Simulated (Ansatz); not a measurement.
# SiGe: a sublattice moved along a line

All numbers below come from DFT r2SCAN, scalar-relativistic, plane waves, PAW (Ansatz 0.2.0). Settings: plane waves to 500 eV, k-mesh 12×12×4 (Γ-centred), Gaussian smearing 0.05 eV. No spin polarisation. Energies are free energies at this smearing, counted from the undisturbed cell; pressure is positive in compression.

Zero of the scan (relaxed at this level; it needn't be the usual structure):

```
Si Ge
1.0
     3.90438    0.00000    0.00000
    -1.95219    3.38129    0.00000
     0.00000    0.00000    6.45368
Si Ge
2 2
Cartesian
  1.9522 1.1271 5.6435
  0.0000 2.2542 2.4167
  1.9522 1.1271 3.2303
  0.0000 2.2542 0.0034
```

Every Ge atom is moved by x along the Cartesian unit vector (0.000, 0.000, 1.000); the cell and all other atoms stay fixed.

| x (Å) | ΔE (meV/cell) | force along x on the moved atoms (eV/Å) | pressure (GPa) | gap on the mesh (eV) |
| --- | --- | --- | --- | --- |
| -0.3000 | 805.0 | 4.23 | 2.1 | 0.00 |
| -0.2250 | 502.3 | 3.79 | 1.4 | 0.00 |
| -0.1500 | 246.2 | 3.01 | 0.8 | 0.00 |
| -0.0750 | 66.3 | 1.71 | 0.3 | 0.46 |
| 0.0000 | 0.0 | 0.00 | 0.0 | 0.66 |
| 0.0750 | 76.5 | -2.11 | ? | ? |
| 0.1500 | ? | -4.63 | 0.6 | ? |
| 0.2250 | 781.3 | -7.55 | 1.7 | 0.00 |
| 0.2625 | 1093.4 | -9.15 | 2.4 | 0.00 |
| 0.3000 | 1469.1 | -10.85 | ? | 0.00 |

Where the gap reads zero the k-mesh, chosen for the insulator, is on the coarse side.

(1) Give the withheld values.

Results:

(1) pressure (GPa) at x (Å) = 0.0750: 0.1; gap on the mesh (eV) at x (Å) = 0.0750: 0.51; ΔE (meV/cell) at x (Å) = 0.1500: 326.5; gap on the mesh (eV) at x (Å) = 0.1500: 0.21; pressure (GPa) at x (Å) = 0.3000: 3.4.